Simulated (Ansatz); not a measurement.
TaN at a changed volume: Coordination and ¹⁸¹Ta quadrupole coupling

Cell: a structure deposited in the COD, relaxed with PBE at fixed cell and then changed (volume scaled by 1.04, ions relaxed).

Space group P-62m (No. 189); a = 5.2644, c = 2.9493 Å, γ = 120.00°.

```
site  Wyckoff  site symmetry       x       y       z
 Ta1       2d           -6..  0.3333  0.6667  0.5000
 Ta3       1a           -62m  0.0000  0.0000  0.0000
   N       3f            m2m  0.3916  0.0000  0.0000
```

One atom of each set is listed.

All values are calculated (Ansatz; DFT, PBE, plane waves and PAW, scalar-relativistic, collinear spin, 420 eV cutoff, Γ-centred 10×10×16 k-points, Fermi–Dirac smearing 0.05 eV), not measured. Start moments as typed (μB): 2 on each Ta, none on the rest.

Q(¹⁸¹Ta) = 3170 mb.

**Question.** Order the Ta environments from the weakest to the strongest quadrupole coupling.
A. Ta1: 6 N at 2.19 Å
B. Ta3: 3 N at 2.06 Å; also 3 N at 3.20 Å

**Answer.** B (1011 MHz, η = 0.00), A (1394 MHz, η = 0.00).

An axis of threefold or higher order runs through Ta3 and Ta1, so V_zz lies along it and η is zero.

The run finds no gap above 0.1 eV (a metal, or nearly one), so the gradients can move by 10 % or more with the k-mesh. Without spin–orbit coupling the gradients at and beside Ta can be off by some per cent, at some sites by more. With these PAW files V_zz is typically within 2 to 3 % of all-electron values, but misses above 10 % occur on Ta. At this changed cell the PBE pressure is -7 GPa. The start moments die out, and the run ends without spin.
